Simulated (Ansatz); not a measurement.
# GaN films: biaxial stress and wafer bow

Plane-wave DFT in Ansatz, PBE, scalar-relativistic PAW potentials, cutoff 420 eV, no spin-orbit coupling; no spin polarisation. GaN in space group P6_3mc, strained equally along a and b of the conventional cell, with c and the atoms relaxed within the symmetry (a film with c along the normal). Stress is the in-plane mean, tension positive.

| strain (%) | stress (GPa) | E − E(0) (meV/atom) |
| --- | --- | --- |
| -6.0 | -29.85 | 120.2 |
| -4.0 | -18.61 | 51.4 |
| -2.0 | -8.66 | 12.3 |
| +0.0 | 0.00 | 0.0 |
| +2.0 | 7.38 | 11.2 |
| +4.0 | 13.52 | 42.7 |
| +6.0 | ? | 91.3 |

Problem. Fit the stress, get the biaxial modulus and predict the missing row.

Solution. A parabola through the given rows is σ = 0.00 + 4.016 ε -0.1597 ε² GPa (ε in %), so M = dσ/dε = 402 GPa at zero. It predicts 18.35 GPa at +6.0 %; the run gave 18.49 GPa. The miss is 0.14 GPa, so the fit holds even one step beyond its range. The negative square term means that the film is stiffer in compression than in tension. The energies check it: E/V = Mε² at small strain, and a cubic fit with V = 11.76 Å³/atom gives M = 400 GPa, in agreement.

Problem. How much does a 20 nm film at -0.3 % strain bow a 300 mm Si(001) wafer 775 μm thick?

Solution. The fit, without its small constant, gives σ = -1.22 GPa. Stoney's formula, κ = 6σt_f/(M_s t_s²) with M_s = 180.5 GPa for Si(001) (literature), gives |κ| = 1.35×10⁻³ m⁻¹ and a bow κr²/2 = 15.2 μm at r = 150 mm, with the film side convex (compression pushes the centre up). This assumes a single-crystal or fully textured, unrelaxed film at 0 K.

Cost: about 6.6 core-minutes for the runs cited, on Arm Neoverse V2 (shared hosts).

The film softens steadily from the most compressed row to the most stretched, as expected for an anharmonic bond potential. Shortening the polar-covalent Ga–N bonds brings on steep short-range repulsion, while stretching them weakens orbital overlap and the restoring force. Bond-angle changes and the free relaxation along c take up part of the strain, so the modulus of 402 GPa describes a film with an unloaded surface, not one clamped along its normal. It lies somewhat below values derived from measured elastic constants, probably because PBE underbinds GaN; the bow at a given strain would then be slightly underestimated.

At -0.3 % strain the response is almost linear, so the predicted bow depends mainly on the modulus and the assumed strain, and hardly on the curvature of the fit. Hexagonal symmetry makes the basal plane elastically isotropic, so in-plane rotation of c-oriented grains would not change this modulus. The compressive sign is an input, not a prediction for growth on silicon, where thermal mismatch on cooling drives GaN towards tension and can reverse the bow.
